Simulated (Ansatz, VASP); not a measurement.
# LaSi3Ru in two plane-wave programs, part 2 of 2

Wanted: the spread between two codes on one cell, functional and k mesh.

VASP 6.6.1 and Ansatz 0.2.0.

So far: Starting point; Ansatz: relaxation of cell and atoms, r2SCAN; VASP: relaxation of cell and atoms, r2SCAN.

**3. VASP: relaxation of cell and atoms, r2SCAN (continued)**

Level of this step: r2SCAN; plane waves and PAW (La, Si, Ru_pv) (VASP).

Numbers of over 12 decimals in the logs are rounded to 6 here.

Parts of OUTCAR (step 3):

```text
ion  position               nearest neighbor table
   1  0.999  0.999  0.000-   2 3.12   2 3.12   2 3.12   2 3.12   4 3.19   4 3.19   3 3.19   3 3.19
                             4 3.37   3 3.37   4 3.37   3 3.37   5 3.39   5 3.39   5 3.39   5 3.39
   2  0.418  0.418  0.000-   5 2.37   4 2.65   3 2.65   3 2.65   4 2.65   1 3.12   1 3.12   1 3.12
                             1 3.12
   3  0.261  0.761  0.500-   5 2.38   5 2.38   2 2.65   2 2.65   4 3.02   4 3.02   4 3.02   4 3.02
                             1 3.19   1 3.19   1 3.37   1 3.37
   4  0.761  0.261  0.500-   5 2.38   5 2.38   2 2.65   2 2.65   3 3.02   3 3.02   3 3.02   3 3.02
                             1 3.19   1 3.19   1 3.37   1 3.37
   5  0.656  0.656  0.000-   2 2.37   4 2.38   3 2.38   3 2.38   4 2.38   1 3.39   1 3.39   1 3.39
                             1 3.39   1 3.42

  LATTYP: Found a body centered tetragonal cell.
 ALAT       =     4.2654573200
 C/A-ratio  =     2.3360836770

 Subroutine GETGRP returns: Found  8 space group operations
 (whereof  8 operations were pure point group operations)

The static configuration has the point symmetry C_4v.

 Found     75 irreducible k-points:

   k-points           NKPTS =     75   k-points in BZ     NKDIM =     75   number of bands    NBANDS=     24

   dimension x,y,z NGX =    48 NGY =   48 NGZ =   48
   dimension x,y,z NGXF=    96 NGYF=   96 NGZF=   96

   ENCUT  =  520.0 eV  38.22 Ry    6.18 a.u.  10.83 10.83 10.83*2*pi/ulx,y,z

   NELECT =      37.0000    total number of electrons

 k-points in reciprocal lattice and weights: Automatic mesh
   0.00000000  0.00000000  0.00000000       0.001
   0.11111111  0.00000000  0.00000000       0.011
   0.22222222  0.00000000  0.00000000       0.011
   0.33333333 -0.00000000  0.00000000       0.011
   0.44444444  0.00000000  0.00000000       0.011
   0.11111111  0.11111111  0.00000000       0.011
   0.22222222  0.11111111 -0.00000000       0.022
   0.33333333  0.11111111  0.00000000       0.022
   0.44444444  0.11111111 -0.00000000       0.022
[...]
-0.44444444  0.44444444  0.44444444       0.005
  -0.44444444 -0.44444444  0.44444444       0.003

 average (electrostatic) potential at core
       1 -99.7303       2 -82.5931       3 -82.7537       4 -82.7537       5 -74.5760

 E-fermi :   9.5528

 k-point     1 :       0.0000    0.0000    0.0000
  band No.  band energies     occupation
    ...
     14       6.6103      2.00000
     15       7.4284      2.00000
     16       7.7209      2.00000
     17       8.6946      2.00000
     18       8.6946      2.00000
     19      10.0742      0.00006
     20      10.0742      0.00006
     21      11.3974      0.00000
     22      12.1407      0.00000
     23      12.3120      0.00000
    ...

 k-point     2 :       0.1111    0.0000    0.0000
  band No.  band energies     occupation
    ...
     14       6.9406      2.00000
     15       7.3456      2.00000
     16       7.6780      2.00000
     17       8.7167      2.00000
     18       8.7546      2.00000
     19       9.6833      0.13703
     20       9.8034      0.01322
     21      11.4789      0.00000
     22      12.1735      0.00000
     23      12.3966      0.00000
    ...

 k-point     3 :       0.2222    0.0000    0.0000
  band No.  band energies     occupation
    ...
     15       7.5510      2.00000
     16       7.5994      2.00000
     17       8.5333      2.00000
     18       8.5831      2.00000
     19       9.3802      1.93857
     20       9.6462      0.26782
     21      11.4701      0.00000
     22      12.2796      0.00000
     23      12.3704      0.00000
     24      12.5174      0.00000

  Total       -0.0019260     -0.0019260      0.0428390      0.0000000      0.0000000      0.0000000
  in kB       -0.0340780     -0.0340780      0.7579881      0.0000000      0.0000000      0.0000000
  external PRESSURE =       0.2299440 kB  Pullay stress =       0.0000000 kB

  energy-cutoff  :      520.00
  volume of cell :       90.55
      direct lattice vectors                 reciprocal lattice vectors
    -2.131800034  2.131800034  4.981204504     0.000000000  0.234543574  0.100377328
     2.131800034 -2.131800034  4.981204504     0.234543574  0.000000000  0.100377328
     2.131800034  2.131800034 -4.981204504     0.234543574  0.234543574  0.000000000

 POSITION                                       TOTAL-FORCE (eV/Angst)
 -----------------------------------------------------------------------------------
      0.00000      0.00000      9.95514        -0.000000     -0.000000     -0.007577
      0.00000      0.00000      4.16189        -0.000000     -0.000000      0.004797
      2.13180      0.00000      2.59696         0.000000     -0.000000      0.006260
      0.00000      2.13180      2.59696        -0.000000      0.000000      0.006260
      0.00000      0.00000      6.53156         0.000000      0.000000     -0.009740
 -----------------------------------------------------------------------------------
    total drift:                               -0.000004     -0.000004      0.000395

  FREE ENERGIE OF THE ION-ELECTRON SYSTEM (eV)
  ---------------------------------------------------
  free  energy   TOTEN  =       -85.1569450589 eV

  energy  without entropy=      -85.1425851630  energy(sigma->0) =      -85.14976511

 reached required accuracy - stopping structural energy minimisation

 total charge
# of ion       s       p       d       f       tot
--------------------------------------------------
    1        1.989   5.681   0.746   0.144   8.559
    2        0.783   0.873   0.000   0.000   1.656
    3        0.773   0.846   0.000   0.000   1.619
    4        0.773   0.846   0.000   0.000   1.619
    5        0.384   6.307   6.249   0.000  12.940
--------------------------------------------------
tot          4.702  14.552   6.994   0.144  26.392

[... 3 further parts left out ...]
```

CONTCAR:

```
LaSi3Ru
   1.00000000000000
    -2.1318000336308196    2.1318000336308196    4.9812045042748005
     2.1318000336308196   -2.1318000336308196    4.9812045042748005
     2.1318000336308196    2.1318000336308196   -4.9812045042748005
  La              Si              Ru
     1     3     1
Direct
     0.9992704364764881    0.9992704364764881    0.0000000000000000
     0.4177591864721364    0.4177591864721364    0.0000000000000000
     0.2606756242377951    0.7606756242377950    0.5000000000000000
     0.7606756242377950    0.2606756242377951    0.5000000000000000
     0.6556201185757905    0.6556201185757905    0.0000000000000000
```

The run keeps the 8 symmetry operations of its start, so it cannot find a distortion of lower symmetry.

**4. Differences**

Known differences besides the potentials themselves: VASP keeps PBE cores, Ansatz makes them for the functional; both relaxations stop at a tolerance, which leaves soft axes loose, and VASP keeps its plane-wave basis; the data sets hold 39 valence electrons in Ansatz (default PAW (the set named soft_2) files) and 37 in VASP; the cutoff is 500 eV in Ansatz and 520 eV in VASP; Ansatz adds a Pulay correction to the stress that steers its cell, VASP none. Total energies have different zeros and are not compared.

Both answers:

| quantity | Ansatz | VASP | difference |
| --- | --- | --- | --- |
| volume (Å³) | 90.56 | 90.55 | +0.01 % |
| edge a after relaxation, in the typed setting (Å) | 5.826 | 5.822 | +0.06 % |

The walks stopped with 0.03 GPa left in Ansatz and 0.02 GPa in VASP; each walk ends within a tolerance, so the volume difference is uncertain by about these residues over the bulk modulus, most in soft cells.

**5. What came out**

```yaml
difference_in_edge_a_after_relaxation_in_the_typed_setting_relaxation_of_cell_and_atoms_r2scan: 0.058 %
```

What this shows: The difference in edge a after relaxation, in the typed setting is 0.058 % (relaxation of cell and atoms, r2SCAN), within the 1.2 % picked in this series as the mark of a large difference, as far as the stopping tolerances let one tell. Such differences can come from data sets, numerical settings and the points named under the comparisons, not from the functional's error against experiment.

[Lines on the potential files, build, host, timing and source positions are cut from VASP's logs without a mark.]

[Logs are printed without paths, hosts, clocks, repeated set-up lines and the standing remarks that a program may print on its own settings, such as how far it seeks lower states.]

[Hosts, paths, dates, database ids (printed as entryN), source tags and the programs' standing remarks are cut or masked in the printed files.]
